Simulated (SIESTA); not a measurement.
The system is Al2O3.

```
CELL_PARAMETERS angstrom
3.01748 0.00000 0.00000
-1.50874 2.61322 0.00000
0.00000 0.00000 7.57464
ATOMIC_POSITIONS crystal
Al 0.00000 0.00000 0.72205
Al 0.00000 0.00000 0.27795
O 0.00000 0.00000 0.50000
O 0.66667 0.33333 0.80055
O 0.33333 0.66667 0.19945
```

Measurements of this composition are mostly on another form, of space group No. 167.

Base run:

* Program: SIESTA 5.4.2
* Functional: LDA
* Potentials or basis: PseudoDojo 0.4 standard (LDA files)
* Basis: DZP (energy shift 0.003 Ry)
* Grid cutoff: 800 Ry
* Energy shift: 0.003 Ry
* k mesh: 10 × 10 × 4
* Occupations: fermi-dirac, width 0.05 eV
* Spin: no spin polarisation

Its results: band gap on the k mesh 2.14 eV, indirect (least direct gap 2.15 eV); pressure -7.3 GPa; largest force 0.303 eV/Å.

Question: The run is repeated on the same cell with these changes: basis from DZP (energy shift 0.003 Ry) to SZP (energy shift 0.003 Ry); k mesh from 10 × 10 × 4 to 8 × 8 × 3. What comes out?

Answer: Band gap on the k mesh 2.34 eV, direct; pressure -3.0 GPa; largest force 0.090 eV/Å.

Several settings changed at once, so the effect can't be laid on one alone.

Caveats: the basis of atomic orbitals isn't converged, which shifts pressures, moduli and gaps; an odd mesh through Γ misses points on the zone boundary, where band edges often lie (some runs).

Not every run made on this cell is shown here.
